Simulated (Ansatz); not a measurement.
# InSb: input, output and frames of a trajectory

Method: DFT PBE, scalar-relativistic, plane waves, PAW in Ansatz 0.2.0. The runs took a 420 eV cutoff, a shifted (0.5, 0.5, 0.5 steps) 2×2×2 mesh and Fermi–Dirac smearing (0.069 eV). The mesh is coarse. No spin polarisation.

16 atoms, starting at 1.02 times the perfect crystal's volume (space group Fm-3m, the cell as given, not relaxed at this level); constant energy, velocities drawn at 800 K, fixed cell; 15 steps of 1.5 fs. The run is short and not equilibrated.

Self-consistency was reached.

Time: 76 s on 4 threads of Arm Neoverse V2, with other jobs on the host, peak memory 1.5 GiB.

Command:
```bash
ansatz run input.yaml --threads 4 --pin off --max-ram 5120MiB --backend cpu --events-out ev --progress --plain --runs-dir out
```

Input:
```yaml
crystal:
  lattice:
    - [0.0, 6.1877359679, -6.1877359679]
    - [-6.1877359679, 0.0, -6.1877359679]
    - [-6.1877359679, 6.1877359679, 0.0]
  atoms:
    - { symbol: In, position: [0.5, 0.5, 0.0] }
    - { symbol: In, position: [0.0, 0.5, 0.0] }
    - { symbol: In, position: [0.5, 0.0, 0.0] }
    - { symbol: In, position: [0.0, 0.0, 0.0] }
    - { symbol: In, position: [0.5, 0.5, 0.5] }
    - { symbol: In, position: [0.0, 0.5, 0.5] }
    - { symbol: In, position: [0.5, 0.0, 0.5] }
    - { symbol: In, position: [0.0, 0.0, 0.5] }
    - { symbol: Sb, position: [0.75, 0.75, 0.25] }
    - { symbol: Sb, position: [0.25, 0.75, 0.25] }
    - { symbol: Sb, position: [0.75, 0.25, 0.25] }
    - { symbol: Sb, position: [0.25, 0.25, 0.25] }
    - { symbol: Sb, position: [0.75, 0.75, 0.75] }
    - { symbol: Sb, position: [0.25, 0.75, 0.75] }
    - { symbol: Sb, position: [0.75, 0.25, 0.75] }
    - { symbol: Sb, position: [0.25, 0.25, 0.75] }
basis:
  ecutwfc: 420
kpoints:
  mp_grid: { grid: [2, 2, 2], shift: [0.5, 0.5, 0.5] }
hamiltonian:
  xc: pbe
scf:
  occupations: { method: fermi_dirac, width: 0.0689 }
  lower_state_search: "off"
  convergence: { dr2_threshold: 1.0e-07 }
output:
  forces: true
  stress: true
md:
  timestep: 1.5
  n_steps: 15
  ensemble: nve
  temperature: 800.0
  initial_velocities: maxwell_boltzmann
  seed: 94948
```

Output (its end):
```
...
SCF converged after 5 iterations
Free energy (F): -96658.746629 eV
Harris-Foulkes:  -96658.746629 eV  (|F-HF|=2.82e-8)
Internal energy: -96658.678086 eV  (E = F + TS)
E sigma→0 (E₀):  -96658.712357 eV
Entropy (-TS):   -0.068543 eV (-4.284 meV/atom)
Fermi energy:    8.955133 eV
--- Per-component energies (eV) ---
  E_band       = -1704.268638
  E_kinetic    = 3583.779624
  E_local      = -22157.266927  (includes V_loc(G=0)·N_el)
  E_nonlocal   = 5830.760960
  E_hartree    = 9484.680992
  E_xc         = -2826.689336
  E_vxc        = -1559.547793  (∫ρ·V_xc dr)
  E_paw        = -69834.646063  (= ΣΔE_a)
  E_vpaw       = -6371.359746  (= ΣTr[D̂ρ^β])
  E_aug_tail   = 0.000194  (compensation charges beyond the density's cutoff)
  E_ewald      = -20739.297530
  E_smearing   = -0.068543  (= −TS)
  E_closure    = 0.000000  (closes the sum)
  Σ components = -96658.746629   (vs F -96658.746629, Δ=0.00e0)
--- Forces (eV/Å), atoms counted from 1 ---
  atom   1  In    -0.17972540    -0.26442038     0.00612796
  atom   2  In     0.05191927     0.02702572     0.04500918
  atom   3  In    -0.12250609     0.03320769     0.12972041
  atom   4  In    -0.28767518     0.50843457     0.02352652
  atom   5  In    -0.21965209    -0.19917108    -0.28527790
  atom   6  In     0.02054551    -0.12428343    -0.26161323
  atom   7  In    -0.14250122    -0.04086122     0.25121872
  atom   8  In     0.39452499     0.17631711    -0.41941340
  atom   9  Sb     0.24293912    -0.10963284     0.11777399
  atom  10  Sb    -0.23421918    -0.03116861    -0.08496219
  atom  11  Sb     0.10691307     0.20299853    -0.37664975
  atom  12  Sb     0.18895490    -0.24265141     0.21889516
  atom  13  Sb    -0.02086444     0.26330975     0.31352294
  atom  14  Sb     0.52933180    -0.08925168    -0.07333637
  atom  15  Sb    -0.13856391    -0.34408007     0.20503275
  atom  16  Sb    -0.18941275     0.23422510     0.19044363
  max |Σ_I F_I| component: 1.84e-5 eV/Å
--- Stress (GPa, compression-positive) ---
       -0.915766       0.009205       0.058302
        0.009205      -0.928544      -0.082040
        0.058302      -0.082040      -0.870491
  P = ⅓ Tr σ = -0.9049 GPa (-9.049 kbar)
--- MD trajectory: 15 steps, t = 0.0 → 22.5 fs ---
  final state: T = 678.7 K   F+E_penalty+E_count = -96658.74662884 eV   E_kin = 1.315998 eV
  conserved energy: peak-to-peak 3.200e-5 eV (2.000e-6 eV/atom) over 22.5 fs
```

Frames along the run (Å, eV/Å; dE is the potential energy from the first frame):

```xyz
16
Lattice="0.000 6.188 -6.188 -6.188 0.000 -6.188 -6.188 6.188 0.000" Properties=species:S:1:pos:R:3:forces:R:3 pbc="T T T" time_fs=0.00 dE_eV=0.0000 T_K=800
In   -3.094    3.094   -6.188    0.000    0.000    0.000
In   -3.094    0.000   -3.094    0.000    0.000    0.000
In    0.000    3.094   -3.094    0.000    0.000    0.000
In    0.000    0.000    0.000    0.000    0.000    0.000
In   -6.188    6.188   -6.188    0.000    0.000    0.000
In   -6.188    3.094   -3.094    0.000    0.000    0.000
In   -3.094    6.188   -3.094    0.000    0.000    0.000
In   -3.094    3.094    0.000    0.000    0.000    0.000
Sb   -6.188    6.188   -9.282    0.000    0.000    0.000
Sb   -6.188    3.094   -6.188    0.000    0.000    0.000
Sb   -3.094    6.188   -6.188    0.000    0.000    0.000
Sb   -3.094    3.094   -3.094    0.000    0.000    0.000
Sb   -9.282    9.282   -9.282    0.000    0.000    0.000
Sb   -9.282    6.188   -6.188    0.000    0.000    0.000
Sb   -6.188    9.282   -6.188    0.000    0.000    0.000
Sb   -6.188    6.188   -3.094    0.000    0.000    0.000
16
Lattice="0.000 6.188 -6.188 -6.188 0.000 -6.188 -6.188 6.188 0.000" Properties=species:S:1:pos:R:3:forces:R:3 pbc="T T T" time_fs=1.50 dE_eV=0.0011 T_K=799
In   -3.089    3.098   -6.188   -0.012   -0.015    0.000
In   -3.096   -0.001   -3.094    0.004    0.001    0.004
In    0.000    3.094   -3.094   -0.009    0.002    0.009
In    0.004   -0.008   -0.003   -0.013    0.033    0.001
In   -6.184    6.191   -6.186   -0.021   -0.014   -0.015
In   -6.189    3.096   -3.090    0.002   -0.008   -0.017
In   -3.092    6.187   -3.098   -0.008   -0.001    0.017
In   -3.099    3.092    0.007    0.029    0.013   -0.024
Sb   -6.192    6.191   -9.281    0.014   -0.008    0.008
Sb   -6.184    3.094   -6.186   -0.021   -0.004   -0.007
Sb   -3.092    6.185   -6.185    0.008    0.011   -0.025
Sb   -3.096    3.097   -3.092    0.014   -0.017    0.017
Sb   -9.282    9.275   -9.285   -0.002    0.018    0.015
Sb   -9.290    6.192   -6.186    0.035   -0.010   -0.007
Sb   -6.186    9.284   -6.190   -0.007   -0.018    0.013
Sb   -6.186    6.185   -3.100   -0.014    0.017    0.009
16
Lattice="0.000 6.188 -6.188 -6.188 0.000 -6.188 -6.188 6.188 0.000" Properties=species:S:1:pos:R:3:forces:R:3 pbc="T T T" time_fs=3.00 dE_eV=0.0043 T_K=798
In   -3.085    3.103   -6.188   -0.024   -0.030    0.000
In   -3.098   -0.003   -3.094    0.009    0.003    0.008
In    0.000    3.095   -3.093   -0.019    0.004    0.019
In    0.008   -0.016   -0.006   -0.026    0.066    0.003
In   -6.181    6.195   -6.184   -0.041   -0.029   -0.031
In   -6.190    3.098   -3.086    0.004   -0.015   -0.034
In   -3.090    6.187   -3.103   -0.017   -0.002    0.034
In   -3.104    3.089    0.013    0.058    0.027   -0.049
Sb   -6.196    6.194   -9.280    0.029   -0.016    0.016
Sb   -6.180    3.095   -6.184   -0.041   -0.009   -0.013
Sb   -3.090    6.182   -6.183    0.016    0.022   -0.050
Sb   -3.098    3.101   -3.091    0.028   -0.034    0.034
Sb   -9.282    9.269   -9.289   -0.004    0.035    0.032
Sb   -9.298    6.196   -6.185    0.070   -0.019   -0.014
Sb   -6.185    9.287   -6.192   -0.015   -0.037    0.027
Sb   -6.184    6.182   -3.107   -0.027    0.033    0.019
16
Lattice="0.000 6.188 -6.188 -6.188 0.000 -6.188 -6.188 6.188 0.000" Properties=species:S:1:pos:R:3:forces:R:3 pbc="T T T" time_fs=4.50 dE_eV=0.0097 T_K=795
In   -3.080    3.107   -6.188   -0.035   -0.045    0.000
In   -3.100   -0.004   -3.095    0.013    0.004    0.012
In    0.000    3.095   -3.093   -0.028    0.007    0.028
In    0.012   -0.024   -0.009   -0.041    0.099    0.004
In   -6.177    6.198   -6.182   -0.060   -0.043   -0.048
In   -6.190    3.100   -3.082    0.005   -0.023   -0.051
In   -3.088    6.186   -3.107   -0.025   -0.003    0.051
In   -3.109    3.087    0.020    0.087    0.039   -0.074
Sb   -6.200    6.197   -9.280    0.044   -0.024    0.025
Sb   -6.176    3.095   -6.183   -0.060   -0.012   -0.020
Sb   -3.088    6.179   -6.180    0.023    0.034   -0.075
Sb   -3.101    3.104   -3.090    0.042   -0.051    0.051
Sb   -9.282    9.263   -9.293   -0.006    0.053    0.049
Sb   -9.306    6.200   -6.184    0.106   -0.028   -0.021
Sb   -6.184    9.290   -6.194   -0.023   -0.056    0.040
Sb   -6.182    6.179   -3.113   -0.041    0.050    0.029
16
Lattice="0.000 6.188 -6.188 -6.188 0.000 -6.188 -6.188 6.188 0.000" Properties=species:S:1:pos:R:3:forces:R:3 pbc="T T T" time_fs=7.50 dE_eV=0.0270 T_K=786
In   -3.071    3.116   -6.189   -0.059   -0.078    0.000
In   -3.104   -0.007   -3.095    0.021    0.007    0.020
In    0.001    3.096   -3.093   -0.046    0.011    0.046
In    0.019   -0.040   -0.014   -0.073    0.166    0.007
In   -6.170    6.205   -6.178   -0.095   -0.070   -0.083
In   -6.192    3.104   -3.074    0.009   -0.039   -0.086
In   -3.084    6.185   -3.116   -0.043   -0.007    0.085
In   -3.120    3.083    0.033    0.143    0.065   -0.126
Sb   -6.208    6.203   -9.278    0.074   -0.039    0.041
Sb   -6.167    3.096   -6.180   -0.097   -0.018   -0.032
Sb   -3.085    6.174   -6.176    0.038    0.059   -0.125
Sb   -3.105    3.111   -3.087    0.069   -0.085    0.083
Sb   -9.282    9.250   -9.301   -0.010    0.088    0.085
Sb   -9.322    6.208   -6.181    0.176   -0.044   -0.033
Sb   -6.181    9.295   -6.198   -0.039   -0.098    0.068
Sb   -6.179    6.173   -3.126   -0.068    0.083    0.051
16
Lattice="0.000 6.188 -6.188 -6.188 0.000 -6.188 -6.188 6.188 0.000" Properties=species:S:1:pos:R:3:forces:R:3 pbc="T T T" time_fs=9.00 dE_eV=0.0388 T_K=780
In   -3.067    3.121   -6.189   -0.071   -0.095    0.001
In   -3.106   -0.008   -3.096    0.024    0.009    0.023
In    0.001    3.097   -3.092   -0.054    0.013    0.055
In    0.023   -0.047   -0.017   -0.090    0.199    0.009
In   -6.166    6.208   -6.176   -0.111   -0.084   -0.101
In   -6.193    3.106   -3.069    0.010   -0.048   -0.103
In   -3.082    6.184   -3.120   -0.052   -0.009    0.102
In   -3.125    3.080    0.039    0.170    0.077   -0.153
Sb   -6.212    6.206   -9.278    0.090   -0.047    0.049
Sb   -6.163    3.096   -6.178   -0.114   -0.021   -0.038
Sb   -3.083    6.171   -6.173    0.046    0.072   -0.151
Sb   -3.107    3.115   -3.085    0.082   -0.101    0.099
Sb   -9.282    9.244   -9.304   -0.011    0.106    0.104
Sb   -9.330    6.212   -6.180    0.211   -0.051   -0.038
Sb   -6.180    9.297   -6.200   -0.048   -0.120    0.081
Sb   -6.177    6.170   -3.132   -0.081    0.099    0.063
16
Lattice="0.000 6.188 -6.188 -6.188 0.000 -6.188 -6.188 6.188 0.000" Properties=species:S:1:pos:R:3:forces:R:3 pbc="T T T" time_fs=10.50 dE_eV=0.0528 T_K=773
In   -3.062    3.125   -6.189   -0.083   -0.112    0.001
In   -3.108   -0.009   -3.096    0.028    0.011    0.026
In    0.001    3.097   -3.092   -0.063    0.015    0.064
In    0.027   -0.055   -0.020   -0.108    0.233    0.010
In   -6.163    6.211   -6.174   -0.127   -0.097   -0.120
In   -6.194    3.108   -3.065    0.011   -0.056   -0.121
In   -3.080    6.184   -3.125   -0.062   -0.011    0.118
In   -3.130    3.078    0.046    0.197    0.089   -0.181
Sb   -6.216    6.210   -9.277    0.106   -0.054    0.057
Sb   -6.159    3.096   -6.176   -0.130   -0.023   -0.044
Sb   -3.081    6.168   -6.171    0.053    0.085   -0.176
Sb   -3.109    3.118   -3.084    0.095   -0.118    0.114
Sb   -9.282    9.238   -9.308   -0.013    0.124    0.125
Sb   -9.338    6.216   -6.179    0.246   -0.058   -0.044
Sb   -6.179    9.300   -6.201   -0.057   -0.142    0.095
Sb   -6.175    6.167   -3.139   -0.094    0.115    0.075
16
Lattice="0.000 6.188 -6.188 -6.188 0.000 -6.188 -6.188 6.188 0.000" Properties=species:S:1:pos:R:3:forces:R:3 pbc="T T T" time_fs=12.00 dE_eV=0.0688 T_K=764
In   -3.058    3.130   -6.189   -0.095   -0.130    0.001
In   -3.110   -0.010   -3.096    0.031    0.012    0.030
In    0.001    3.098   -3.092   -0.071    0.018    0.072
In    0.031   -0.063   -0.023   -0.128    0.267    0.012
In   -6.159    6.215   -6.173   -0.141   -0.110   -0.139
In   -6.195    3.110   -3.061    0.013   -0.064   -0.138
In   -3.078    6.183   -3.129   -0.071   -0.014    0.135
In   -3.135    3.076    0.052    0.223    0.100   -0.209
Sb   -6.220    6.213   -9.276    0.123   -0.061    0.065
Sb   -6.156    3.097   -6.175   -0.146   -0.025   -0.050
Sb   -3.079    6.165   -6.169    0.060    0.099   -0.202
Sb   -3.111    3.121   -3.082    0.108   -0.134    0.129
Sb   -9.283    9.232   -9.312   -0.014    0.141    0.146
Sb   -9.346    6.220   -6.177    0.281   -0.064   -0.048
Sb   -6.178    9.303   -6.203   -0.067   -0.165    0.109
Sb   -6.174    6.164   -3.145   -0.106    0.131    0.087
16
Lattice="0.000 6.188 -6.188 -6.188 0.000 -6.188 -6.188 6.188 0.000" Properties=species:S:1:pos:R:3:forces:R:3 pbc="T T T" time_fs=13.50 dE_eV=0.0869 T_K=755
In   -3.054    3.134   -6.190   -0.107   -0.148    0.002
In   -3.113   -0.012   -3.096    0.035    0.014    0.032
In    0.001    3.098   -3.092   -0.079    0.020    0.081
In    0.034   -0.071   -0.026   -0.148    0.301    0.014
In   -6.156    6.218   -6.171   -0.154   -0.124   -0.158
In   -6.196    3.112   -3.057    0.014   -0.073   -0.156
In   -3.076    6.183   -3.133   -0.081   -0.016    0.152
In   -3.140    3.074    0.059    0.249    0.112   -0.237
Sb   -6.224    6.216   -9.276    0.139   -0.069    0.073
Sb   -6.152    3.097   -6.173   -0.161   -0.027   -0.055
Sb   -3.077    6.162   -6.166    0.067    0.113   -0.227
Sb   -3.114    3.125   -3.081    0.121   -0.150    0.143
Sb   -9.283    9.226   -9.316   -0.015    0.159    0.167
Sb   -9.354    6.224   -6.176    0.316   -0.069   -0.053
Sb   -6.176    9.305   -6.205   -0.076   -0.189    0.123
Sb   -6.172    6.161   -3.151   -0.119    0.146    0.101
16
Lattice="0.000 6.188 -6.188 -6.188 0.000 -6.188 -6.188 6.188 0.000" Properties=species:S:1:pos:R:3:forces:R:3 pbc="T T T" time_fs=15.00 dE_eV=0.1069 T_K=745
In   -3.049    3.138   -6.190   -0.119   -0.167    0.002
In   -3.115   -0.013   -3.097    0.038    0.016    0.035
In    0.001    3.098   -3.091   -0.087    0.022    0.089
In    0.038   -0.078   -0.029   -0.169    0.336    0.015
In   -6.152    6.221   -6.169   -0.167   -0.136   -0.179
In   -6.197    3.114   -3.054    0.015   -0.081   -0.173
In   -3.074    6.182   -3.138   -0.091   -0.020    0.169
In   -3.145    3.072    0.065    0.275    0.123   -0.266
Sb   -6.228    6.219   -9.275    0.156   -0.076    0.081
Sb   -6.148    3.097   -6.172   -0.175   -0.028   -0.061
Sb   -3.075    6.160   -6.164    0.074    0.127   -0.253
Sb   -3.116    3.128   -3.079    0.133   -0.166    0.157
Sb   -9.283    9.219   -9.319   -0.017    0.176    0.190
Sb   -9.362    6.229   -6.175    0.352   -0.074   -0.057
Sb   -6.175    9.308   -6.207   -0.086   -0.214    0.136
Sb   -6.170    6.158   -3.158   -0.131    0.162    0.114
16
Lattice="0.000 6.188 -6.188 -6.188 0.000 -6.188 -6.188 6.188 0.000" Properties=species:S:1:pos:R:3:forces:R:3 pbc="T T T" time_fs=18.00 dE_eV=0.1528 T_K=721
In   -3.040    3.147   -6.190   -0.143   -0.205    0.003
In   -3.119   -0.016   -3.097    0.044    0.020    0.040
In    0.001    3.099   -3.091   -0.102    0.027    0.106
In    0.045   -0.093   -0.034   -0.214    0.404    0.019
In   -6.145    6.228   -6.165   -0.190   -0.162   -0.220
In   -6.198    3.118   -3.046    0.017   -0.099   -0.209
In   -3.070    6.181   -3.146   -0.111   -0.027    0.202
In   -3.155    3.068    0.077    0.324    0.145   -0.326
Sb   -6.236    6.225   -9.274    0.190   -0.090    0.096
Sb   -6.140    3.098   -6.168   -0.201   -0.030   -0.071
Sb   -3.072    6.154   -6.160    0.088    0.157   -0.303
Sb   -3.120    3.135   -3.076    0.156   -0.198    0.183
Sb   -9.283    9.207   -9.326   -0.019    0.211    0.237
Sb   -9.378    6.237   -6.172    0.423   -0.082   -0.064
Sb   -6.173    9.313   -6.211   -0.107   -0.264    0.164
Sb   -6.167    6.153   -3.170   -0.155    0.192    0.143
16
Lattice="0.000 6.188 -6.188 -6.188 0.000 -6.188 -6.188 6.188 0.000" Properties=species:S:1:pos:R:3:forces:R:3 pbc="T T T" time_fs=19.50 dE_eV=0.1785 T_K=708
In   -3.036    3.151   -6.190   -0.155   -0.225    0.004
In   -3.121   -0.017   -3.097    0.047    0.022    0.042
In    0.001    3.100   -3.090   -0.109    0.029    0.114
In    0.049   -0.101   -0.037   -0.238    0.439    0.020
In   -6.142    6.231   -6.164   -0.201   -0.175   -0.241
In   -6.199    3.120   -3.042    0.019   -0.107   -0.226
In   -3.069    6.180   -3.150   -0.122   -0.031    0.218
In   -3.160    3.065    0.084    0.348    0.156   -0.357
Sb   -6.240    6.228   -9.273    0.208   -0.096    0.103
Sb   -6.136    3.098   -6.167   -0.213   -0.031   -0.076
Sb   -3.070    6.151   -6.158    0.094    0.172   -0.328
Sb   -3.122    3.138   -3.074    0.167   -0.213    0.196
Sb   -9.283    9.201   -9.330   -0.019    0.229    0.262
Sb   -9.385    6.241   -6.171    0.458   -0.085   -0.068
Sb   -6.172    9.315   -6.213   -0.117   -0.290    0.178
Sb   -6.165    6.150   -3.176   -0.167    0.206    0.158
16
Lattice="0.000 6.188 -6.188 -6.188 0.000 -6.188 -6.188 6.188 0.000" Properties=species:S:1:pos:R:3:forces:R:3 pbc="T T T" time_fs=21.00 dE_eV=0.2060 T_K=694
In   -3.032    3.155   -6.191   -0.167   -0.244    0.005
In   -3.123   -0.018   -3.097    0.049    0.025    0.044
In    0.001    3.100   -3.090   -0.116    0.031    0.122
In    0.053   -0.108   -0.040   -0.262    0.474    0.022
In   -6.139    6.234   -6.162   -0.211   -0.187   -0.263
In   -6.200    3.121   -3.038    0.020   -0.116   -0.244
In   -3.067    6.180   -3.154   -0.132   -0.036    0.235
In   -3.164    3.063    0.090    0.372    0.166   -0.388
Sb   -6.244    6.231   -9.272    0.225   -0.103    0.111
Sb   -6.132    3.098   -6.165   -0.224   -0.031   -0.081
Sb   -3.068    6.149   -6.156    0.101    0.187   -0.352
Sb   -3.124    3.141   -3.073    0.178   -0.228    0.208
Sb   -9.283    9.195   -9.334   -0.020    0.246    0.287
Sb   -9.393    6.245   -6.170    0.494   -0.087   -0.071
Sb   -6.170    9.317   -6.214   -0.128   -0.317    0.191
Sb   -6.164    6.147   -3.183   -0.178    0.220    0.174
16
Lattice="0.000 6.188 -6.188 -6.188 0.000 -6.188 -6.188 6.188 0.000" Properties=species:S:1:pos:R:3:forces:R:3 pbc="T T T" time_fs=22.50 dE_eV=0.2352 T_K=679
In   -3.027    3.159   -6.191   -0.180   -0.264    0.006
In   -3.125   -0.019   -3.098    0.052    0.027    0.045
In    0.001    3.101   -3.089   -0.123    0.033    0.130
In    0.056   -0.116   -0.043   -0.288    0.508    0.024
In   -6.136    6.237   -6.161   -0.220   -0.199   -0.285
In   -6.201    3.123   -3.034    0.021   -0.124   -0.262
In   -3.065    6.179   -3.158   -0.143   -0.041    0.251
In   -3.169    3.061    0.096    0.395    0.176   -0.419
Sb   -6.247    6.234   -9.271    0.243   -0.110    0.118
Sb   -6.129    3.099   -6.164   -0.234   -0.031   -0.085
Sb   -3.066    6.146   -6.154    0.107    0.203   -0.377
Sb   -3.126    3.144   -3.071    0.189   -0.243    0.219
Sb   -9.284    9.189   -9.337   -0.021    0.263    0.314
Sb   -9.400    6.248   -6.169    0.529   -0.089   -0.073
Sb   -6.169    9.320   -6.216   -0.139   -0.344    0.205
Sb   -6.162    6.144   -3.189   -0.189    0.234    0.190
```